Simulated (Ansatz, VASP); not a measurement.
**Two plane-wave programs on CdS (Greenockite)**

Contents of INCAR:

```
SYSTEM = CdS
ALGO = Normal ; EDIFF = 1E-6
EDIFFG = -0.005 ; ENCUT = 600
GGA = PE ; IBRION = 2
ISIF = 3 ; ISMEAR = 0
LASPH = .True. ; LCHARG = .False.
LREAL = .False. ; LWAVE = .False.
NELM = 100 ; NSW = 100
PREC = Accurate ; SIGMA = 0.02
```

KPOINTS

```
k-points
0
Gamma
  9 9 4
  0 0 0
```

The input POSCAR:

```
CdS
1.0
    4.1500000000      0.0000000000      0.0000000000
   -2.0750000000      3.5940054257      0.0000000000
    0.0000000000      0.0000000000      6.7370000000
Cd S
2 2
Direct
    0.3333333333      0.6666666667      0.0000000000
    0.6666666667      0.3333333333      0.5000000000
    0.3333333333      0.6666666667      0.3750000000
    0.6666666667      0.3333333333      0.8750000000
```

Input for Ansatz:

```yaml
crystal:
  lattice:
    - [4.15, 0.0, 0.0]
    - [-2.075, 3.5940054257, 0.0]
    - [0.0, 0.0, 6.737]
  atoms:
    - { symbol: Cd, position: [0.3333333333, 0.6666666667, 0.0] }
    - { symbol: Cd, position: [0.6666666667, 0.3333333333, 0.5] }
    - { symbol: S, position: [0.3333333333, 0.6666666667, 0.375] }
    - { symbol: S, position: [0.6666666667, 0.3333333333, 0.875] }
basis:
  ecutwfc: 420
kpoints:
  mp_grid: { grid: [9, 9, 4] }
hamiltonian:
  xc: pbe
scf:
  occupations: { method: gaussian, width: 0.02 }
output:
  forces: true
  stress: true
  eigenvalues: true
relax:
  adjacent_minimum: "off"
  f_tol: 0.005
  max_steps: 80
  cell: { stress_tol: 0.05 }
```

Alike in both runs: task relaxation of cell and atoms; functional PBE; k mesh 9 × 9 × 4; occupations gaussian, width 0.02 eV; no spin polarisation.

```csv
,VASP,Ansatz
version,VASP 6.6.1,Ansatz 0.2.0
potentials or method,"VASP PAW PBE potentials, release 64 (Cd, S)","scalar-relativistic, plane waves, PAW"
plane-wave cutoff (eV),600,420
valence electrons in the cell,36,52
```

Ansatz gave:

```
gap on the k mesh at the Fermi level, each at its own relaxed structure (eV) : 1.11
relaxed volume (Å³/atom)                                                     : 26.04
relaxed cell length with the largest relative difference (Å)                 : 6.829
energy change over the relaxation (meV/atom)                                 : -6
```

Question: What did VASP give for the same quantities?

Answer: gap on the k mesh at the Fermi level, each at its own relaxed structure (eV): 1.10; relaxed volume (Å³/atom): 26.17; relaxed cell length with the largest relative difference (Å): 6.842; energy change over the relaxation (meV/atom): -8.

The two sets of potentials don't hold the same shells in valence.

PBE gaps usually lie below the measured ones, often by a third to a half. Zero-point motion and thermal expansion aren't in these numbers. PBE usually gives volumes a little too large and moduli too small.
